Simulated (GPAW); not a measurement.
# How the form of the self-energy moves the gap of CdTe (F-43m), part 2 of 2

How much does the gap of CdTe (F-43m) depend on the approximation to the self-energy?

GPAW 26.7.0; LDA and many-body steps on it, plane waves. Known limits of the many-body steps: not at the basis limit; no spin-orbit coupling; coarse k mesh.

So far. Step 2 (Empty states on the mesh, 4×4×4 mesh, 786 bands): On this mesh the gap is 0.608 eV. Step 3 (G0W0, Godby-Needs plasmon pole): The gap on the mesh goes from 0.61 eV to 1.54 eV, a correction of +0.93 eV.

The database entry behind the starting cell differs from later determinations by our own check (an axis about 1.1 % short against later determinations), so it need not match the best structure at ambient conditions.

### 5. G0W0, extrapolated in the cutoff

This step: G0W0 on LDA, plane waves, PAW.

The input, run.py:

```python
import json
import numpy as np
from gpaw.mpi import world
from gpaw.response.g0w0 import G0W0

gw = G0W0('full.gpw',
    filename='gw',
    kpts=[0],
    bands=(7, 11),
    ecut=300.0,
    integrate_gamma='WS',
    ppa=True,
    ecut_extrapolation=True)
gw.calculate()
res = {mode: {k: v for k, v in r.items() if k != 'sigma_eskwn'}
       for mode, r in gw.all_results.items()}

if world.rank == 0:
    with open('result.json', 'w') as f:
        json.dump(res, f, default=lambda x: x.tolist())
```

On the command line:

```
$ mpirun -n 8 gpaw python run.py
```

Numbers of over 12 decimals in the logs are rounded to 6 here.

Output:

```text
Using integrator: PointIntegrator
FrequencyGridDescriptor(from 0.000+0.000j to 0.000+27.211j eV, 2 points)
Nonperiodic BCs:  [False False False]
Using integrator: PointIntegrator
FrequencyGridDescriptor(from 0.000+0.000j to 0.000+27.211j eV, 2 points)
Nonperiodic BCs:  [False False False]
  ___  _ _ _
 |   || | | |
 | | || | | |
 |__ ||_____|
 |___|

BZ k-points: Symmetries present (total): 24

  [... matrices ...]
64 k-points: 4 x 4 x 4 Monkhorst-Pack grid + [1/8,1/8,1/8]
8 k-points in the irreducible part of the Brillouin zone
       k-points in crystal coordinates                weights
   0:     0.00000000    0.00000000    0.00000000          1/64
   1:     0.25000000    0.25000000    0.00000000          6/64
   2:     0.25000000    0.25000000    0.25000000          8/64
[...]
6:     0.50000000    0.50000000    0.25000000         24/64
   7:     0.50000000    0.50000000    0.50000000          4/64

Distributing spins, k-points and bands (1 x 1 x 4) over 8 processes
Number of blocks: 1

Quasi particle states:
k-points (IBZ indices): [0]
Band range: (7, 11)
  [... matrices ...]
Computational parameters:
Extrapolating to infinite plane wave cut-off using points at:
  258.532 eV
  277.345 eV
  300.000 eV
Number of bands: 776
Coulomb cutoff: None
Broadening: 0.1 eV

fxc modes: GW
Kernel: RPA
Using Godby-Needs plasmon-pole approximation:
  Fitting energy: i*E0, E0 = 1.000 Hartree
Summing all q:

Calculating screened Coulomb potential
No Coulomb truncation
FrequencyGridDescriptor(from 0.000+0.000j to 0.000+27.211j eV, 2 points)
Removing empty qpoint cache files...

Calculating chi0 body with:
    Ground state adapter containing:
    Number of spins: 1
    Number of kpoints: 64
    Number of irreducible kpoints: 8
[...]
Linear response parametrization:
    q_c: [0.0, 0.0, 0.0]
    Number of frequency points: 2
    Planewave cutoff: 300.0
    Number of bands: 776
    Number of planewaves: 749
    Broadening (eta): 1e-06
    comm.size: 8
    kncomm.size: 8
    blockcomm.size: 1

    Memory estimate of potentially large arrays:
        chi0_wGG: 17.120392 M / cpu
Integrating chi0 body.

Symmetries of q_c:
    Direct symmetries (Uq -> q): 24
    Indirect symmetries (TUq -> q): 24
In total 48 allowed symmetries.

  [... matrices ...]
8 groups of equivalent kpoints. 87.5% reduction.

Integral kind: response function
Integrating chi0 head and wings.

Symmetries of q_c:
    Direct symmetries (Uq -> q): 24
    Indirect symmetries (TUq -> q): 24
In total 48 allowed symmetries.

  [... matrices ...]
8 groups of equivalent kpoints. 87.5% reduction.

Integral kind: response function wings

Calculating chi0 body with:
    Ground state adapter containing:
    Number of spins: 1
    Number of kpoints: 64
    Number of irreducible kpoints: 8
    Number of completely occupied states: 9
    Number of partially occupied states: 9
    Occupied states memory: 1.8984375 M / cpu

    Linear response parametrization:
[... the further q-points ...]
Extrapolating selfenergy to infinite energy cutoff:
  Performing linear fit to 3 points
  Warning: Bad quality of linear fit for some (n,k).
           Higher cutoff might be necessary.
  Minimum R^2 = 0.5953. (R^2 Should be close to 1)
  [... matrices ...]
Results:
f:      Occupation numbers
eps:     KS-eigenvalues [eV]
vxc:     KS vxc [eV]
exx:     Exact exchange [eV]
sigma:   Self-energies [eV]
dsigma:  Self-energy derivatives
Z:       Renormalization factors
qp:      QP-energies [eV]

k-point 0 (0): (0.000, 0.000, 0.000)                GW
band       f     eps     vxc     exx   sigma  dsigma       Z      qp
                                                                   GW
   7   1.000   3.777 -16.571 -18.178   1.085  -0.265   0.790   3.365
   8   1.000   3.777 -16.571 -18.178   1.085  -0.265   0.790   3.365
   9   0.000   4.385 -13.972  -9.625  -3.661  -0.246   0.803   4.936
  10   0.000   8.267 -11.406  -6.804  -4.213  -0.256   0.796   8.578
```

The job ended after 28 min (8 MPI ranks of Arm Neoverse V2, shared host; peak memory 4.3 GiB; 3.8 h of CPU time).

This step gave:

```
quasiparticle gap on the points computed              : 1.571 eV
least direct quasiparticle gap on the computed points : 1.571 eV
Z at the valence top                                  : 0.7903
Z at the conduction bottom                            : 0.8026
starting gap on the mesh                              : 0.6080 eV
k of the valence top                                  : 0, 0, 0
k of the conduction bottom                            : 0, 0, 0
gaps at the cutoffs of the extrapolation              : 1.549, 1.551, 1.553 eV
```

Against G0W0 in GPAW (4×4×4 mesh, 361 bands, screening to 180 eV, Godby-Needs plasmon pole), the gap moves by +0.029 eV.

### 6. One-shot Hartree-Fock

This step: one-shot Hartree-Fock levels on LDA orbitals, plane waves, PAW.

The input, run.py:

```python
import json
import numpy as np
from gpaw.mpi import world
from gpaw.hybrids.eigenvalues import non_self_consistent_eigenvalues

dft, vxc, vxc_hyb = non_self_consistent_eigenvalues('full.gpw', 'EXX', 7, 11, kpt_indices=[0])
res = {'dft': dft[0], 'hybrid': (dft - vxc + vxc_hyb)[0]}
if world.rank == 0:
    with open('hybrid.txt', 'w') as f:
        for k, e0, e1 in zip([0], res['dft'], res['hybrid']):
            print(k, ' '.join(f'{x:9.4f}' for x in e0), '|', ' '.join(f'{x:9.4f}' for x in e1), file=f)

if world.rank == 0:
    with open('result.json', 'w') as f:
        json.dump(res, f, default=lambda x: x.tolist())
```

On the command line:

```
$ mpirun -n 8 gpaw python run.py
```

Output:

```text
IBZ(<points: 8, symmetries: 24>)
Occupied bands: 9
Transforming wave functions from IBZ to BZ: 0.018 seconds
Distributing wave functions and iFFT-ing to real space: 0.055 seconds
Calculating eigenvalues:
  k-points: 1
  Bands: 7-10 (inclusive)
  Seconds: 0.130 (wave-function broadcasting: 0.003 seconds)
HSE06-eigenvalue shifts:
  min: -1.606 eV
  ave: 1.434 eV
  max: 4.603 eV
```

Elapsed: 2.3 s, on 8 MPI ranks; peak memory 1.5 GiB.

This step gave:

```yaml
starting_gap_on_the_mesh: 0.6080 eV
hybrid_gap_on_the_mesh: 6.561 eV
least_direct_hybrid_gap_on_the_computed_points: 6.561 eV
```

### 7. G0W0, full frequency, Hilbert transform

This step: G0W0 on LDA, plane waves, PAW.

The input, run.py:

```python
import json
import numpy as np
from gpaw.mpi import world
from gpaw.response.g0w0 import G0W0

gw = G0W0('full.gpw',
    filename='gw',
    kpts=[0],
    bands=(7, 11),
    ecut=180,
    nbands=361,
    integrate_gamma='WS',
    frequencies={'type': 'nonlinear', 'domega0': 0.1, 'omega2': 15.0},
    eta=0.1,
    nblocksmax=True)
gw.calculate()
res = {mode: {k: v for k, v in r.items() if k != 'sigma_eskwn'}
       for mode, r in gw.all_results.items()}

if world.rank == 0:
    with open('result.json', 'w') as f:
        json.dump(res, f, default=lambda x: x.tolist())
```

On the command line:

```
$ mpirun -n 8 gpaw python run.py
```

Output:

```text
Using integrator: PointIntegrator
NonLinearFrequencyDescriptor(from 0.000 to 185.561 eV, 304 points)
Nonperiodic BCs:  [False False False]
Using integrator: PointIntegrator
NonLinearFrequencyDescriptor(from 0.000 to 185.561 eV, 304 points)
Nonperiodic BCs:  [False False False]
  ___  _ _ _
 |   || | | |
 | | || | | |
 |__ ||_____|
 |___|

BZ k-points: Symmetries present (total): 24

  [... matrices ...]
64 k-points: 4 x 4 x 4 Monkhorst-Pack grid + [1/8,1/8,1/8]
8 k-points in the irreducible part of the Brillouin zone
       k-points in crystal coordinates                weights
[...]
Results:
f:      Occupation numbers
eps:     KS-eigenvalues [eV]
vxc:     KS vxc [eV]
exx:     Exact exchange [eV]
sigma:   Self-energies [eV]
dsigma:  Self-energy derivatives
Z:       Renormalization factors
qp:      QP-energies [eV]

k-point 0 (0): (0.000, 0.000, 0.000)                GW
band       f     eps     vxc     exx   sigma  dsigma       Z      qp
                                                                   GW
   7   1.000   3.777 -16.571 -18.178   1.187  -0.347   0.742   3.466
   8   1.000   3.777 -16.571 -18.178   1.187  -0.347   0.742   3.466
   9   0.000   4.385 -13.972  -9.625  -3.602  -0.300   0.769   4.958
  10   0.000   8.267 -11.406  -6.804  -4.178  -0.362   0.734   8.578
```

The job ended after 3.2 min (8 MPI ranks; peak memory 5.1 GiB).

Numbers from this step:

| Item | Value |
| --- | --- |
| G0W0 gap on the points computed | 1.492 eV |
| least direct G0W0 gap on the computed points | 1.492 eV |
| starting gap on the mesh | 0.6080 eV |
| k of the valence top | 0, 0, 0 |
| k of the conduction bottom | 0, 0, 0 |

Against G0W0 in GPAW (4×4×4 mesh, 361 bands, screening to 180 eV, Godby-Needs plasmon pole), the gap moves by −0.049 eV.

### 8. The runs together

Times are wall times on 8 MPI ranks of Arm Neoverse V2, shared host, good to a factor of about two.

```
                                    run   mesh  bands  screening cutoff (eV)  DFT gap (eV)  gap on the mesh (eV)  direct (eV)     time
         G0W0, Godby-Needs plasmon pole  4×4×4    361                    180         0.608                 1.542        1.542  1.8 min
                         one-shot HSE06  4×4×4      -                      -         0.608                 1.588        1.588    2.4 s
       G0W0, extrapolated in the cutoff  4×4×4      -                    300         0.608                 1.571        1.571   28 min
                  one-shot Hartree-Fock  4×4×4      -                      -         0.608                 6.561        6.561    2.3 s
G0W0, full frequency, Hilbert transform  4×4×4    361                    180         0.608                 1.492        1.492  3.2 min
```

### 9. Results

```json
{
  "G0W0, Godby-Needs plasmon pole": "1.542 eV",
  "one-shot HSE06": "1.588 eV",
  "G0W0, extrapolated in the cutoff": "1.571 eV",
  "one-shot Hartree-Fock": "6.561 eV",
  "G0W0, full frequency, Hilbert transform": "1.492 eV",
  "known limits": "not at the basis limit; no spin-orbit coupling; coarse k mesh"
}
```

**Reading.** One-shot HSE06: +0.046 eV against G0W0, Godby-Needs plasmon pole. G0W0, extrapolated in the cutoff: +0.029 eV against G0W0, Godby-Needs plasmon pole, at other bands or cutoff, so not like for like. One-shot Hartree-Fock: +5.019 eV against G0W0, Godby-Needs plasmon pole. G0W0, full frequency, Hilbert transform: −0.049 eV against G0W0, Godby-Needs plasmon pole. Bare exchange alone opens the gap to 6.56 eV; against G0W0, correlation takes back 5.02 eV. One-shot hybrid levels are evaluated on the LDA orbitals. Bands and cutoff are finite, so the gap is not at the basis limit. The miss can reach some tenths of an eV and take either sign; the mesh is an error of its own. These stock PAW sets were not made for GW; the filled d or f shell of Te lies in the frozen core, which bears on start and correction. In the G0W0 runs levels were corrected at 1 k point alone, so a gap called «on the mesh» is the least over those, and an edge elsewhere would be missed. The program warns of a poor linear fit in the extrapolation of some level, so the extrapolated values are rough. The 4×4×4 mesh is coarse for this cell, which bears on the long-range parts of exchange and screening. The many-body steps are scalar-relativistic: spin-orbit coupling is not in them.

[Paths, hosts, dates, memory and timing lines, banners, echoed tables and standing remarks are left out of the program output.]

[Logs are printed without paths, hosts, clocks, repeated set-up lines and the standing remarks that a program may print on its own settings, such as how far it seeks lower states.]

[Runs of the session that timed out or met a known fault of the program may be left out.]

[Hosts, paths, dates, database ids (printed as entryN), source tags and the programs' standing remarks are cut or masked in the printed files.]
